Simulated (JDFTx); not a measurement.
Ir:

```
Ir
1.0
     0.00000    1.91560    1.91560
     1.91560    0.00000    1.91560
     1.91560    1.91560    0.00000
Ir
1
Direct
  0.00000 0.00000 0.00000
```

- Program: JDFTx 1.7.0 (patched build)
- Task: relaxation of cell and atoms
- Functional: PBE
- Potentials or basis: PseudoDojo-SR-PBE-0.5-stringent with smoothed tails
- Cutoff: 925 eV
- Density cutoff: 3701 eV
- k mesh: 12 × 12 × 12
- Occupations: fermi-dirac, width 0.05 eV
- Spin: no spin polarisation

At the start: pressure 10.3 GPa; volume 14.06 Å³/atom.

How do energy, volume and symmetry change on relaxing?

Over 6 steps the energy falls by 12.3 meV/atom and the volume is 14.45 Å³/atom (+2.8 %); space group Fm-3m (No. 225, to 0.05 Å).

Step by step:
| step | energy change (eV) | largest force (eV/Å) | pressure (GPa) | volume (Å³) |
| --- | --- | --- | --- | --- |
| 1 | 0.0000 | 0.0000 | 10.35 | 14.06 |
| 2 | -0.0040 | 0.0000 | 8.43 | 14.13 |
| 3 | -0.0122 | 0.0000 | 0.68 | 14.42 |
| 4 | -0.0123 | 0.0000 | 0.08 | 14.45 |
| 5 | -0.0123 | 0.0000 | 0.01 | 14.45 |
| 6 | -0.0123 | 0.0000 | 0.00 | 14.45 |

Final structure:
```cif
data_structure
_symmetry_space_group_name_H-M 'P 1'
_symmetry_Int_Tables_number 1
_cell_length_a 2.7339
_cell_length_b 2.7339
_cell_length_c 2.7339
_cell_angle_alpha 60.000
_cell_angle_beta 60.000
_cell_angle_gamma 60.000
_cell_volume 14.45
loop_
_atom_site_label
_atom_site_type_symbol
_atom_site_fract_x
_atom_site_fract_y
_atom_site_fract_z
_atom_site_occupancy
Ir1 Ir 0.00000 0.00000 0.00000 1
```
